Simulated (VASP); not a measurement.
GaN in VASP 6.6.1, single-point calculation

INCAR

```
NSW = 0
GGA = PE
NBANDS = 16
PREC = Accurate
ENCUT = 520
SIGMA = 0.02
LASPH = .TRUE.
ISIF = 2
LWAVE = .FALSE.
LREAL = .FALSE.
EDIFF = 1E-5
IBRION = -1
ISMEAR = -1
NELM = 120
LCHARG = .FALSE.
```

KPOINTS

```
KPOINTS created by Atomic Simulation Environment
0
Gamma
12 12 12
0 0 0
```

POSCAR

```
Ga N
 1.0000000000000000
     0.0000000000000000    2.1085152378999998    2.1085152378999998
     1.9826368781999999    0.0000000000000000    2.1085152378999998
     1.9826368781999999    2.1085152378999998    0.0000000000000000
 Ga  N
   1   1
Cartesian
  0.0000000000000000  0.0000000000000000  0.0000000000000000
  1.9826368781999999  2.1085152378999998  2.1085152378999998
```

The recommended PBE PAW datasets give the neutral cell 18 valence electrons.

Command

```
mpirun -np 1 vasp_std
```

OSZICAR

```
N       E                     dE             d eps       ncg     rms          rms(c)
DAV:   1     0.734061253534E+02    0.73406E+02   -0.92368E+03  6056   0.215E+03
DAV:   2    -0.875461510994E+01   -0.82161E+02   -0.76642E+02  6016   0.321E+02
DAV:   3    -0.129199383745E+02   -0.41653E+01   -0.41528E+01  6040   0.626E+01
DAV:   4    -0.129561113453E+02   -0.36173E-01   -0.36169E-01  6552   0.608E+00
DAV:   5    -0.129565357018E+02   -0.42436E-03   -0.42435E-03  6272   0.598E-01    0.762E+00
DAV:   6    -0.110433262620E+02    0.19132E+01   -0.42544E+00  7584   0.428E+01    0.242E+00
DAV:   7    -0.110350221750E+02    0.83041E-02   -0.27068E-01  6232   0.528E+00    0.161E+00
DAV:   8    -0.110219592618E+02    0.13063E-01   -0.26493E-02  6216   0.251E+00    0.451E-01
DAV:   9    -0.110202675940E+02    0.16917E-02   -0.66643E-03  6544   0.228E+00    0.104E-01
DAV:  10    -0.110202288414E+02    0.38753E-04   -0.51290E-04  6392   0.303E-01    0.121E-02
DAV:  11    -0.110202316191E+02   -0.27776E-05   -0.36422E-05  6232   0.639E-02
   1 F= -.11020232E+02 E0= -.11020232E+02  d E =-.271214E-09
```

From OUTCAR

```
k-points           NKPTS =    163   k-points in BZ     NKDIM =    163   number of bands    NBANDS=     16

   NELECT =      18.0000    total number of electrons

   dimension x,y,z NGX =    24 NGY =   24 NGZ =   24
   dimension x,y,z NGXF=    48 NGYF=   48 NGZF=   48

  energy-cutoff  :      520.00
  volume of cell :       17.63
      direct lattice vectors                 reciprocal lattice vectors
     0.000000000  2.108515238  2.108515238    -0.252189398  0.237133691  0.237133691
     1.982636878  0.000000000  2.108515238     0.252189398 -0.237133691  0.237133691
     1.982636878  2.108515238  0.000000000     0.252189398  0.237133691 -0.237133691

 k-points in reciprocal lattice and weights: KPOINTS created by Atomic Simulation Env
   0.00000000  0.00000000  0.00000000       0.001
   0.08333333 -0.00000000 -0.00000000       0.005
   0.16666667  0.00000000  0.00000000       0.005
   0.25000000 -0.00000000 -0.00000000       0.005
   0.33333333 -0.00000000 -0.00000000       0.005
   0.41666667  0.00000000  0.00000000       0.005
   0.50000000 -0.00000000 -0.00000000       0.002
   0.08333333  0.08333333  0.00000000       0.002
   ...

 E-fermi :   9.1461

 k-point     1 :       0.0000    0.0000    0.0000
  band No.  band energies     occupation
      1      -9.2632      2.00000
      2      -5.2092      2.00000
      3      -5.2092      2.00000
      4      -5.1700      2.00000
      5      -5.1331      2.00000
      6      -5.0314      2.00000
      7       7.7685      2.00000
      8       8.3723      2.00000
      9       8.3723      2.00000
     10      11.8605      0.00000
     11      23.8048      0.00000
     12      23.8048      0.00000
     13      24.2795      0.00000
     14      24.7308      0.00000
     15      24.7308      0.00000
     16      25.1627      0.00000

 k-point     2 :       0.0833   -0.0000   -0.0000
  band No.  band energies     occupation
      1      -9.1179      2.00000
      2      -5.2109      2.00000
      3      -5.2024      2.00000
      4      -5.1668      2.00000
      5      -5.1390      2.00000
      6      -5.0492      2.00000
      7       7.2324      2.00000
      8       8.1311      2.00000
      9       8.3698      2.00000
     10      12.5162      0.00000
     11      21.8233      0.00000
     12      22.9910      0.00000
     13      23.8686      0.00000
     14      24.8237      0.00000
     15      24.9908      0.00000
     16      26.7442      0.00000

 k-point     3 :       0.1667    0.0000    0.0000
  band No.  band energies     occupation
      1      -8.6914      2.00000
      2      -5.2274      2.00000
      3      -5.2274      2.00000
      4      -5.1692      2.00000
      5      -5.1111      2.00000
      6      -5.0751      2.00000
      7       5.6540      2.00000
      8       8.1835      2.00000
      9       8.3681      2.00000
     10      13.6035      0.00000
     11      19.8465      0.00000
     12      21.4074      0.00000
     13      22.9027      0.00000
     14      24.9569      0.00000
     15      25.8713      0.00000
     16      26.5953      0.00000

 ...

  Total        4.5703230      2.4432806      2.4432806      0.0000000      0.0000000      0.0000000
  in kB      415.3658787    222.0533162    222.0533162      0.0000000      0.0000000      0.0000000
  external PRESSURE =     286.4908370 kB  Pullay stress =       0.0000000 kB

 POSITION                                       TOTAL-FORCE (eV/Angst)
 -----------------------------------------------------------------------------------
      0.00000      0.00000      0.00000         0.000000     -0.000000      0.000000
      1.98264      2.10852      2.10852        -0.000000      0.000000      0.000000
 -----------------------------------------------------------------------------------
    total drift:                                0.000000     -0.000000     -0.000000

  FREE ENERGIE OF THE ION-ELECTRON SYSTEM (eV)
  ---------------------------------------------------
  free  energy   TOTEN  =       -11.0202316191 eV

  energy  without entropy=      -11.0202316188  energy(sigma->0) =      -11.02023162
```

It converged. Results: gap between bands v and c on the k mesh 0.66 eV; least direct gap on the k mesh 3.49 eV; pressure 28.6 GPa. Band v is the last that the valence electrons fill when counted band by band, and c is the next.

For comparison, a separate PBE run of the intended cell, on usual settings and not on those above, gives a gap of 0.65 eV on its mesh and a pressure of 28.4 GPa.

The run above took about 30 s on one core of a shared host (Intel Xeon Platinum 8488C) and held 0.17 GiB at most.
